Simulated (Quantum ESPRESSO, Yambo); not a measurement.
## CdTe (F-43m): changed settings of a GW run in Yambo

A base run on CdTe (F-43m), then changed inputs.

Method: PBE and many-body steps on it, plane waves, in Yambo 5.3.0.

**1. The starting structure**

The structure is cubic, space group F-43m (No. 216). Conventional cell: a = 6.480 Å, b = 6.480 Å, c = 6.480 Å, α = 90.00°, β = 90.00°, γ = 90.00°. Cd has 4 Te at 2.81 Å nearest. Nearest to Te lie 4 Cd at 2.81 Å. Farther neighbours and most contacts between anions are not listed.

As a file:

```cif
data_structure
_symmetry_space_group_name_H-M 'P 1'
_symmetry_Int_Tables_number 1
_cell_length_a 4.5821
_cell_length_b 4.5821
_cell_length_c 4.5821
_cell_angle_alpha 60.000
_cell_angle_beta 60.000
_cell_angle_gamma 60.000
_cell_volume 68.02
loop_
_atom_site_label
_atom_site_type_symbol
_atom_site_fract_x
_atom_site_fract_y
_atom_site_fract_z
_atom_site_occupancy
Cd1 Cd 0.00000 0.00000 0.00000 1
Te2 Te 0.25000 0.25000 0.25000 1
```

The cell and positions come from the Crystallography Open Database and are kept as given unless a step says otherwise. Spin-orbit coupling is left out unless a step names it.

**2. Base**

This step: Yambo 5.3.0; G0W0 on PBE, plane waves, norm-conserving pseudopotentials.

G0W0 replaces the xc potential by the self-energy, built once from these orbitals. Only a window of levels is corrected, while the sums run over the empty bands that the input names.

gw1.in

```
HF_and_locXC
gw0
dyson
ppa
em1d
rim_cut
RandQpts= 1000000
RandGvec= 1 RL
EXXRLvcs= 94 Ry
VXCRLvcs= 376 Ry
Chimod= "HARTREE"
% BndsRnXp
 1 | 148 |
%
NGsBlkXp= 13 Ry
% LongDrXp
 1 | 1 | 1 |
%
% GbndRnge
 1 | 148 |
%
DysSolver= "n"
ExtendOut
PPAPntXp= 27.21138 eV
% QPkrange
 1 | 1 | 21 | 24 |
%
```

Command:

```sh
$ OMP_NUM_THREADS=1 mpirun -n 4 yambo -F gw1.in -J gw1 -C gw1 > gw1.log
```

The program printed:

```text
 Yambo, version 5.3.0

 [02] CORE Variables Setup
 =========================

  [... cell, symmetries and grids as in the set-up ...]

  [02.05] Energies & Occupations
  ==============================

  [X] === General ===
  [X] Electronic Temperature                        :  0.000000  0.000000 [eV K]
  [X] Bosonic    Temperature                        :  0.000000  0.000000 [eV K]
  [X] Finite Temperature mode                       : no
  [X] El. density                                   :  0.64683E+24 [cm-3]
  [X] Fermi Level                                   :  8.269562 [eV]

  [X] === Gaps and Widths ===
  [X] Conduction Band Min                           :  0.770493 [eV]
  [X] Valence Band Max                              :  0.000000 [eV]
  [X] Filled Bands                                  :  22
  [X] Empty Bands                                   :   23  148
  [X] Direct Gap                                    :  0.770493 [eV]
  [X] Direct Gap localized at k                     :  1
  [X] Indirect Gap                                  :  0.770493 [eV]
  [X] Indirect Gap between kpts                     :  1  1
  [X] Last valence band width                       :  2.192418 [eV]
  [X] 1st conduction band width                     :  3.488558 [eV]

 [03] Transferred momenta grid and indexing
 ==========================================

 IBZ Q-points                                      :   8
 BZ  Q-points                                      :   64

 K/Q-points units:
 rlu = crystal or reduced units; cc = cartesian coordinates; iku = interal k-units

 Q [1]          [rlu]:  0.000000  0.000000  0.000000
 Q [2]          [rlu]: -0.71308E-17 -0.71308E-17  0.25000
 Q [3]          [rlu]:  0.14262E-16  0.14262E-16 -0.50000
 Q [4]          [rlu]:  0.21313E-17  0.25000      0.25000
 Q [5]          [rlu]:  0.60381E-17  0.25000      0.50000
 Q [6]          [rlu]:  0.14262E-16  0.25000     -0.25000
 Q [7]          [rlu]: -0.42627E-17 -0.50000     -0.50000
 Q [8]          [rlu]:  0.250000 -0.500000 -0.250000

 [04] Coloumb potential Random Integration (RIM)
 ===============================================

  [04.01] RIM initialization
  ==========================

  * Diagonal components only detected *

  8 x (sBL volume)        :  0.067544 [a.u.]
  sBZ random points       :  1000000
  Points outside the sBZ  :   7996195
  RL volume               :  0.540354 [a.u.]
  Integrated volume       :  0.540611 [a.u.]

  [04.02] RIM integrals
  =====================

  Gamma point sphere radius             :  0.073872 [a.u.]
  Points outside the sphere             :   799659
  [Int_sBZ(q=0) 1/q^2]*(Vol_sBZ)^(-1/3) =:  7.764404
                                 should be <:  7.795600

  Summary of Coulomb integrals for non-metallic bands |Q|[au] RIM/Bare

  Q [1] 0.100000E-4 0.995998 * Q [2] 0.222181 1.065507
  Q [4] 0.256552 1.065194 * Q [6] 0.362820 1.026207
  Q [5] 0.425444 1.019965 * Q [3] 0.444362 1.016823
  Q [7] 0.513105 1.013307 * Q [8] 0.573668 1.010269

 [05] Dipoles
 ============

  [05.01] Setup: observables and procedures
  =========================================

 [06] Dynamic Dielectric Matrix (PPA)
 ====================================

 [WR./gw1//ndb.pp]---------------------------------------------------------------
  Brillouin Zone Q/K grids (IBZ/BZ)                :    8   64    8   64
  RL vectors                                       :   8363 [WF]
  Coulomb cutoff potential                         : none
  Electronic Temperature                           :  0.000000 [K]
  Bosonic    Temperature                           :  0.000000 [K]
  PPA    diel. fun.  energies                      : Perdew, Burke & Ernzerhof(X)+Perdew, Burke & Ernzerhof(C)
  wavefunctions                                    : Perdew, Burke & Ernzerhof(X)+Perdew, Burke & Ernzerhof(C)
  Global Gauge                                     : length
  X matrix size                                    :   387
  X band range                                     :    1  148
  X e/h energy range                               : -1.000000 -1.000000 [eV]
  X Time ordering                                  : R
  X Hxc Kernel                                     : HARTREE
  X Drude frequency                                :  0.000000  0.000000
  X poles                                          :  100.0000 [o/o]
  RL vectors in the sum                            :   8363
  [r,Vnl] included                                 : yes
  Field direction                                  :  0.577350E-5  0.577350E-5  0.577350E-5
  BZ energy Double Grid                            : no
  BZ energy DbGd points                            : 0
  BZ Q point size factor                           : -1.000000
  X Optical Averaged directions                    : none

 [07] Local Exchange-Correlation + Non-Local Fock
 ================================================

 [VXC] Plane waves :   56833
 [EXS] Plane waves :   7239

 QP @ state[ 1 ] K range:  1  1
 QP @ state[ 1 ] b range:  21  24

 [xc] Functional : Perdew, Burke & Ernzerhof(X)+Perdew, Burke & Ernzerhof(C)
 [xc] LIBXC used to calculate xc functional
  PP Number of Atomic Species                      :  2
  NLCC RL compoments                               :   56833
  PP Number of Atomic Species                      :  2
  NLCC RL compoments                               :   56833

 [xc] E_xc :  -35.75596 [Ha]
      E_xc :  -71.51192 [Ry]

  Local XC kind (lXC) : Perdew, Burke & Ernzerhof(X)+Perdew, Burke & Ernzerhof(C)
  Non-Local XC kind (nlXC) : Hartree-Fock

  Corrections @ K [1] :  [eV]
 <21|nlXC|21> = -16.35311 -0.73082E-18 <21|lXC|21> = -14.42006 -0.94408E-16
 <22|nlXC|22> = -16.35314 -0.95653E-17 <22|lXC|22> = -14.42006  0.000000
 <23|nlXC|23> = -8.180196 -0.41914E-17 <23|lXC|23> = -11.98125  0.000000
 <24|nlXC|24> = -5.953686  0.20866E-17 <24|lXC|24> = -10.13165  0.000000

 [08] Dyson equation: Newton solver
 ==================================

  [08.01] G0W0 (W PPA)
  ====================

  [  GW  ] Bands range     :    1  148
  [GW/PPA] G damping       :  0.100000 [eV]

  QP @ state[ 1 ] K range:  1  1
  QP @ state[ 1 ] b range:  21  24

   Sc/G bands                                       :    1  148
   Sc/G damping                                     :  0.100000 ev
   Sc bands terminator                              : no
   Sx RL components                                 :   7239

   QP @ state[ 1 ] K range                          :  1  1
   QP @ state[ 1 ] b range                          :  21  24
   GF energies kind                                 : Perdew, Burke & Ernzerhof(X)+Perdew, Burke & Ernzerhof(C)
   GF WF`s kind                                     : Perdew, Burke & Ernzerhof(X)+Perdew, Burke & Ernzerhof(C)
   Xs energies kind                                 : Perdew, Burke & Ernzerhof(X)+Perdew, Burke & Ernzerhof(C)
   Xs WF`s kind                                     : Perdew, Burke & Ernzerhof(X)+Perdew, Burke & Ernzerhof(C)

 [11] Game Over & Game summary
```

Elapsed: 11 min, on 4 MPI ranks of Intel Xeon 6975P-C (Granite Rapids), shared host; peak memory 2.4 GiB.

Numbers from this step:

| Item | Value |
| --- | --- |
| G0W0 gap on the points computed | 1.541 eV |
| starting gap on the mesh | 0.7705 eV |
| k of the valence top | 0, 0, 0 |
| k of the conduction bottom | 0, 0, 0 |
| least direct G0W0 gap on the computed points | 1.541 eV |
| Z at the valence top | 0.7989 |
| Z at the conduction bottom | 0.8108 |

The gap on the mesh goes from 0.77 eV to 1.54 eV, a correction of +0.77 eV.

**3. Scissors in G**

gw2.in, as its differences from gw1.in of step 2:

```diff
@@ -27 +27,4 @@
 %
+% GfnQP_E
+ 1.0 | 1.0 | 1.0 |
+%
```

Command:

```sh
$ OMP_NUM_THREADS=1 mpirun -n 4 yambo -F gw2.in -J gw2,gw1_W -C gw2 > gw2.log
```

The program printed:

```text
 Yambo, version 5.3.0

 [02] CORE Variables Setup
 =========================

  [... cell, symmetries and grids as in the set-up ...]

  [02.05] Energies & Occupations
  ==============================

  [X] === General ===
  [X] Electronic Temperature                        :  0.000000  0.000000 [eV K]
  [X] Bosonic    Temperature                        :  0.000000  0.000000 [eV K]
  [X] Finite Temperature mode                       : no
  [X] El. density                                   :  0.64683E+24 [cm-3]
  [X] Fermi Level                                   :  8.269562 [eV]

  [X] === Gaps and Widths ===
  [X] Conduction Band Min                           :  0.770493 [eV]
  [X] Valence Band Max                              :  0.000000 [eV]
  [X] Filled Bands                                  :  22
  [X] Empty Bands                                   :   23  148
  [X] Direct Gap                                    :  0.770493 [eV]
  [X] Direct Gap localized at k                     :  1
  [X] Indirect Gap                                  :  0.770493 [eV]
  [X] Indirect Gap between kpts                     :  1  1
  [X] Last valence band width                       :  2.192418 [eV]
  [X] 1st conduction band width                     :  3.488558 [eV]

 [03] Transferred momenta grid and indexing
 ==========================================

 IBZ Q-points                                      :   8
 BZ  Q-points                                      :   64

 K/Q-points units:
 rlu = crystal or reduced units; cc = cartesian coordinates; iku = interal k-units

 Q [1]          [rlu]:  0.000000  0.000000  0.000000
 Q [2]          [rlu]: -0.71308E-17 -0.71308E-17  0.25000
 Q [3]          [rlu]:  0.14262E-16  0.14262E-16 -0.50000
[...]
[G+QP] Indirect Gap                               :  1.770493 [eV]
  [G+QP] Indirect Gap between kpts                  :  1  1
  [G+QP] Last valence band width                    :  2.192418 [eV]
  [G+QP] 1st conduction band width                  :  3.488558 [eV]

  [coarse-grid] Minimum Bare Gap        [ev]:  0.770493
  [coarse-grid] Minimum Gap Correction  [ev]:  1.000000

  Eqp @ K [1]
  -158.7255 -108.7520 -108.7520 -108.7520 -102.1750  -63.2298  -63.2298  -63.2298
  -36.02678 -36.02678 -36.02678 -36.01889 -36.01889 -11.17550  -8.28099  -8.28099
   -8.2810      -8.0207      -8.0207     -0.10450E-08 -0.75028E-09   0.0000       1.7705       5.6201
[...]
Eqp @ K [2]
[...]
Eqp @ K [3]
[...]
Eqp @ K [4]
[...]
Eqp @ K [5]
[...]
[... 2 further k-points ...]
  Eqp @ K [8]
[...]
16.06616  16.20313  17.06137  17.99880  18.23050  19.93713  20.74212  21.23552
   21.63432  22.18211  22.67904  22.74221  23.21157  24.19866  27.50559  27.62813

 [06] Dipoles
 ============

  [06.01] Setup: observables and procedures
  =========================================

 [07] Dynamic Dielectric Matrix (PPA)
 ====================================

   Sc/G bands                                       :    1  148
   Sc/G damping                                     :  0.100000 ev
   Sc bands terminator                              : no
   Sx RL components                                 :   7239

   QP @ state[ 1 ] K range                          :  1  1
   QP @ state[ 1 ] b range                          :  21  24
   GF energies kind                                 : Perdew, Burke & Ernzerhof(X)+Perdew, Burke & Ernzerhof(C)+ user defined corrections @E
   GF WF`s kind                                     : Perdew, Burke & Ernzerhof(X)+Perdew, Burke & Ernzerhof(C)
   Xs energies kind                                 : Perdew, Burke & Ernzerhof(X)+Perdew, Burke & Ernzerhof(C)
   Xs WF`s kind                                     : Perdew, Burke & Ernzerhof(X)+Perdew, Burke & Ernzerhof(C)

 [12] Game Over & Game summary
```

It took 88 s on 4 MPI ranks; peak memory 2.4 GiB; 5.9 min of CPU time.

This step gave:

```
G0W0 gap on the points computed              : 1.638 eV
starting gap on the mesh                     : 0.7705 eV
k of the valence top                         : 0, 0, 0
k of the conduction bottom                   : 0, 0, 0
least direct G0W0 gap on the computed points : 1.638 eV
Z at the valence top                         : 0.8014
Z at the conduction bottom                   : 0.8214
```

The program's own table gives 1.817 eV, which is too large where the input levels are shifted: this version takes Σc at the unshifted level E₀, yet steps from the shifted one. The value above is the Newton step from E₀, E₀ + Z(Σc + Σx − Vxc), rebuilt from the printed columns.

**4. Damping of G**

gw5.in, as its differences from gw2.in of step 3:

```diff
@@ -27,4 +27,2 @@
 %
-% GfnQP_E
- 1.0 | 1.0 | 1.0 |
-%
+GDamping= 0.01 eV
```

Command:

```sh
$ OMP_NUM_THREADS=1 mpirun -n 4 yambo -F gw5.in -J gw5,gw1_W -C gw5 > gw5.log
```

The program printed:

```text
 Yambo, version 5.3.0

 [02] CORE Variables Setup
 =========================

  [... cell, symmetries and grids as in the set-up ...]

  [02.05] Energies & Occupations
  ==============================

  [X] === General ===
  [X] Electronic Temperature                        :  0.000000  0.000000 [eV K]
  [X] Bosonic    Temperature                        :  0.000000  0.000000 [eV K]
  [X] Finite Temperature mode                       : no
  [X] El. density                                   :  0.64683E+24 [cm-3]
[...]
Sx RL components                                 :   7239

   QP @ state[ 1 ] K range                          :  1  1
   QP @ state[ 1 ] b range                          :  21  24
   GF energies kind                                 : Perdew, Burke & Ernzerhof(X)+Perdew, Burke & Ernzerhof(C)
   GF WF`s kind                                     : Perdew, Burke & Ernzerhof(X)+Perdew, Burke & Ernzerhof(C)
   Xs energies kind                                 : Perdew, Burke & Ernzerhof(X)+Perdew, Burke & Ernzerhof(C)
   Xs WF`s kind                                     : Perdew, Burke & Ernzerhof(X)+Perdew, Burke & Ernzerhof(C)

 [11] Game Over & Game summary
```

It took 84 s on 4 MPI ranks; peak memory 2.3 GiB; 5.6 min of CPU time.

This step gave:

* G0W0 gap on the points computed: 1.541 eV
* starting gap on the mesh: 0.7705 eV
* k of the valence top: 0, 0, 0
* k of the conduction bottom: 0, 0, 0
* least direct G0W0 gap on the computed points: 1.541 eV

Against G0W0 in Yambo (4×4×4 mesh, 148 bands, screening to 176.9 eV, Godby-Needs plasmon pole), the gap moves by −0.0001 eV.

**5. Exchange cutoff**

gw6.in

```
HF_and_locXC
gw0
dyson
ppa
em1d
rim_cut
RandQpts= 1000000
RandGvec= 1 RL
EXXRLvcs= 23.5 Ry
VXCRLvcs= 376 Ry
Chimod= "HARTREE"
% BndsRnXp
 1 | 148 |
%
NGsBlkXp= 13 Ry
% LongDrXp
 1 | 1 | 1 |
%
% GbndRnge
 1 | 148 |
%
DysSolver= "n"
ExtendOut
PPAPntXp= 27.21138 eV
% QPkrange
 1 | 1 | 21 | 24 |
%
```

Command:

```sh
$ OMP_NUM_THREADS=1 mpirun -n 4 yambo -F gw6.in -J gw6,gw1_W -C gw6 > gw6.log
```

The program printed:

```text
 Yambo, version 5.3.0

 [02] CORE Variables Setup
 =========================

  [... cell, symmetries and grids as in the set-up ...]

  [02.05] Energies & Occupations
  ==============================

  [X] === General ===
  [X] Electronic Temperature                        :  0.000000  0.000000 [eV K]
  [X] Bosonic    Temperature                        :  0.000000  0.000000 [eV K]
  [X] Finite Temperature mode                       : no
  [X] El. density                                   :  0.64683E+24 [cm-3]
  [X] Fermi Level                                   :  8.269562 [eV]

  [X] === Gaps and Widths ===
  [X] Conduction Band Min                           :  0.770493 [eV]
  [X] Valence Band Max                              :  0.000000 [eV]
  [X] Filled Bands                                  :  22
  [X] Empty Bands                                   :   23  148
  [X] Direct Gap                                    :  0.770493 [eV]
  [X] Direct Gap localized at k                     :  1
  [X] Indirect Gap                                  :  0.770493 [eV]
  [X] Indirect Gap between kpts                     :  1  1
  [X] Last valence band width                       :  2.192418 [eV]
  [X] 1st conduction band width                     :  3.488558 [eV]

 [03] Transferred momenta grid and indexing
 ==========================================

 IBZ Q-points                                      :   8
 BZ  Q-points                                      :   64

 K/Q-points units:
 rlu = crystal or reduced units; cc = cartesian coordinates; iku = interal k-units

 Q [1]          [rlu]:  0.000000  0.000000  0.000000
 Q [2]          [rlu]: -0.71308E-17 -0.71308E-17  0.25000
 Q [3]          [rlu]:  0.14262E-16  0.14262E-16 -0.50000
[...]
Q [7]          [rlu]: -0.42627E-17 -0.50000     -0.50000
 Q [8]          [rlu]:  0.250000 -0.500000 -0.250000

 [04] Coloumb potential Random Integration (RIM)
 ===============================================

 Summary of Coulomb integrals for non-metallic bands |Q|[au] RIM/Bare

 Q [1] 0.100000E-4 0.995998 * Q [2] 0.222181 1.065507
 Q [4] 0.256552 1.065194 * Q [6] 0.362820 1.026207
 Q [5] 0.425444 1.019965 * Q [3] 0.444362 1.016823
 Q [7] 0.513105 1.013307 * Q [8] 0.573668 1.010269

 [05] Dipoles
 ============

  [05.01] Setup: observables and procedures
  =========================================

 [06] Dynamic Dielectric Matrix (PPA)
 ====================================

   Sc/G bands                                       :    1  148
   Sc/G damping                                     :  0.100000 ev
   Sc bands terminator                              : no
   Sx RL components                                 :   965

   QP @ state[ 1 ] K range                          :  1  1
   QP @ state[ 1 ] b range                          :  21  24
   GF energies kind                                 : Perdew, Burke & Ernzerhof(X)+Perdew, Burke & Ernzerhof(C)
   GF WF`s kind                                     : Perdew, Burke & Ernzerhof(X)+Perdew, Burke & Ernzerhof(C)
   Xs energies kind                                 : Perdew, Burke & Ernzerhof(X)+Perdew, Burke & Ernzerhof(C)
   Xs WF`s kind                                     : Perdew, Burke & Ernzerhof(X)+Perdew, Burke & Ernzerhof(C)

 [11] Game Over & Game summary
```

Elapsed: 82 s, on 4 MPI ranks; peak memory 2.3 GiB; 5.4 min of CPU time.

Numbers from this step:

```
G0W0 gap on the points computed              : 1.405 eV
starting gap on the mesh                     : 0.7705 eV
k of the valence top                         : 0, 0, 0
k of the conduction bottom                   : 0, 0, 0
least direct G0W0 gap on the computed points : 1.405 eV
Z at the valence top                         : 0.7989
Z at the conduction bottom                   : 0.8108
```

(Continued in part 2 of 2.)

[Paths, hosts, dates, memory and timing lines, banners, echoed tables and standing remarks are left out of the program output.]

[Logs are printed without paths, hosts, clocks, repeated set-up lines and the standing remarks that a program may print on its own settings, such as how far it seeks lower states.]

[Runs of the session that timed out or met a known fault of the program may be left out.]

[Hosts, paths, dates, database ids (printed as entryN), source tags and the programs' standing remarks are cut or masked in the printed files.]
